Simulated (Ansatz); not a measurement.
**Sb2Te3: response to strain**

The parent structure is Sb2Te3 in the Bi2Te3 type structure (space group R-3m, No. 166).

```xyz
5
Lattice="2.1381 1.2344 9.9416 -2.1381 1.2344 9.9416 0.0000 -2.4688 9.9416" Properties=species:S:1:pos:R:3 pbc="T T T"
Sb     0.0000     0.0000    11.9018
Sb     0.0000     0.0000    17.9230
Te     0.0000     0.0000     0.0000
Te     0.0000     0.0000     6.2682
Te     0.0000     0.0000    23.5567
```

Cartesian axes are those of the cell as printed.

Strains are applied to the cell and any free atomic positions relax; under biaxial strain the out-of-plane vector relaxes too; under stress the whole cell relaxes.

The values are results of plane-wave PAW DFT at the PBE-D3(BJ) level (Ansatz, a program for electronic structure, 420 eV), no spin-orbit coupling, not measurements.

Notes on the quantities. pressure: mean of the normal stresses, compression positive; band gap: uncertain: the edges found look like a band crossing or inverted bands; the base alone.

| change | pressure | volume per atom | band gap |
|---|---|---|---|
| base | 0.0 GPa | 31.49 Å³ | 0.09 eV |
| biaxial strain +4.26 %, plane normal [001], relaxed out of plane | -1.7 GPa | 32.65 Å³ | zero |
| isotropic strain −0.34 % | 0.43 GPa | 31.17 Å³ | 0.08 eV |
| isotropic strain +4.14 % | -3.15 GPa | 35.56 Å³ | 0.13 eV |
| uniaxial stress, 0.5 GPa tension along z | – | 31.70 Å³ | zero |

With Sb and Te present, leaving out spin-orbit coupling can change the band edges. Stability under load was not tested beyond the relaxation. All final runs are without spin polarisation. Gaps under 0.05 eV, about the width of the smearing, are given as zero. The zero or small gap of Sb2Te3 can change with the level of theory.
